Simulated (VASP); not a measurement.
CoO, 4 atoms in the cell. Symmetry: I4/mmm, No. 139, tetragonal system. Conventional cell: a = 3.016 Å, b = 3.016 Å, c = 4.215 Å, α = 90.00°, β = 90.00°, γ = 90.00°. Around Co (site symmetry 4/mmm) lie 6 O at 2.11 to 2.13 Å. O (site symmetry 4/mmm) has 6 Co at 2.11 to 2.13 Å as nearest neighbours. 

| Property | Result |
| --- | --- |
| Program | VASP 6.6.1 |
| Task | single point |
| Functional | LDA |
| Potentials or basis | VASP PAW LDA potentials, release 64 (Co, O) |
| Cutoff | 520 eV |
| k mesh | 6 × 6 × 5 |
| Occupations | gaussian, width 0.05 eV |
| Spin | collinear spin, ferrimagnetic start |
| Starting moments | [2.0, -1.0, 0.0, 0.0] μB |
| Hubbard terms | Co d U = 3 eV |
| Supercell matrix | [0, 1, 1, 1, 0, 1, 1, 1, 0] |
| Further INCAR settings | ALGO = Normal; EDIFF = 1e-06 |

Potentials or basis: VASP PAW LDA potentials, release 64 (Co, O).

Command:

```bash
$ cat potpaw_LDA.64/Co/POTCAR potpaw_LDA.64/O/POTCAR > POTCAR
$ mpirun -np 1 vasp_std > vasp.out
```

Hardware: 1 thread of Intel(R) Xeon(R) Platinum 8375C CPU @ 2.90GHz (Ice Lake) (shared host).

Task: How long does it take, and how much memory?

Result: Wall time 110 s on 1 thread of Intel(R) Xeon(R) Platinum 8375C CPU @ 2.90GHz (Ice Lake), with other jobs on the host, peak memory 0.16 GiB. Counts: scf iterations 34, k points 30.
